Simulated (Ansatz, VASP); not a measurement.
**One calculation of SiGe, two programs**

```
CELL_PARAMETERS angstrom
5.50132 0.00000 0.00000
0.00000 5.50132 0.00000
0.00000 0.00000 5.50132
ATOMIC_POSITIONS crystal
Si 0.00000 0.00501 0.00000
Si 0.00000 0.49499 0.50000
Si 0.24499 0.25000 0.25000
Si 0.75501 0.25000 0.75000
Ge 0.50000 0.00546 0.50000
Ge 0.50000 0.49454 0.00000
Ge 0.24454 0.75000 0.75000
Ge 0.75546 0.75000 0.25000
```

Alike in both runs: functional LDA; k mesh 6 × 6 × 6; occupations gaussian, width 0.02 eV; no spin polarisation.

Ansatz relaxed the structure, and its values are those at the end. VASP's run is a single point on that final structure, the one shown.

|  | VASP | Ansatz |
| --- | --- | --- |
| version | VASP 6.6.1 | Ansatz 0.2.0 |
| potentials or method | VASP PAW LDA potentials, release 64 (Si, Ge_d) | scalar-relativistic, plane waves, PAW |
| plane-wave cutoff (eV) | 520 | 420 |
| valence electrons in the cell | 72 | 72 |

|  | VASP | Ansatz | Ansatz less VASP |
| --- | --- | --- | --- |
| gap on the k mesh at the Fermi level (eV) | 0.33 | 0.32 | -0.002 |
| least direct gap on the mesh (eV) | 0.33 | 0.32 | -0.002 |
| pressure (GPa) | 0.1 | 0.0 | -0.08 |
| rms of the force components (eV/Å) | 0.004 | 0.001 | -0.0034 |
